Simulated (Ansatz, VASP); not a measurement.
**One calculation of NaF, two programs**

Contents of INCAR:

```
SYSTEM = NaF
PREC = Accurate ; ENCUT = 520
EDIFF = 1E-6 ; ISMEAR = 0
SIGMA = 0.05 ; LREAL = .False.
LASPH = .True. ; NELM = 100
ALGO = Normal ; ISIF = 2
LWAVE = .False. ; LCHARG = .False.
GGA = PE ; NBANDS = 14
```

The input KPOINTS:

```
regular mesh
0
Gamma
  8 8 8
  0 0 0
```

POSCAR

```
NaF
1.0
    0.0000000000      2.3581495000      2.2884505000
    2.3581495000      0.0000000000      2.2884505000
    2.3581495000      2.3581495000      0.0000000000
Na F
1 1
Direct
    0.0000000000      0.0000000000      0.0000000000
    0.5000000000      0.5000000000      0.5000000000
```

Input for Ansatz:

```yaml
crystal:
  lattice:
    - [0.0, 2.3581495, 2.2884505]
    - [2.3581495, 0.0, 2.2884505]
    - [2.3581495, 2.3581495, 0.0]
  atoms:
    - { symbol: Na, position: [0.0, 0.0, 0.0] }
    - { symbol: F, position: [0.5, 0.5, 0.5] }
basis:
  ecutwfc: 420
kpoints:
  mp_grid: { grid: [8, 8, 8] }
hamiltonian:
  xc: pbe
scf:
  occupations: { method: gaussian, width: 0.05 }
output:
  forces: true
  stress: true
  eigenvalues: true
  write_density: true
  write_potential: true
  elf: true
  volumetric_format: npy
```

Change from the starting cell: strain +0.015 along x and y, -0.015 along z, atoms carried along.

Alike in both runs: task single point; functional PBE; k mesh 8 × 8 × 8; occupations gaussian, width 0.05 eV; no spin polarisation.

|  | VASP | Ansatz |
| --- | --- | --- |
| version | VASP 6.6.1 | Ansatz 0.2.0 |
| potentials or method | VASP PAW PBE potentials, release 64 (Na_pv, F) | scalar-relativistic, plane waves, PAW |
| plane-wave cutoff (eV) | 520 | 420 |
| valence electrons in the cell | 14 | 16 |

VASP gave:

- gap on the k mesh at the Fermi level (eV): 6.17
- least direct gap on the mesh (eV): 6.17
- pressure (GPa): 0.9
- largest component of the traceless stress (GPa): 1.67

Which values does Ansatz return?

gap on the k mesh at the Fermi level (eV): 6.19; least direct gap on the mesh (eV): 6.19; pressure (GPa): 1.1; largest component of the traceless stress (GPa): 1.62.

The functional is the same, so the differences come from potentials, cutoffs and numerics. The two sets of potentials don't hold the same shells in valence.
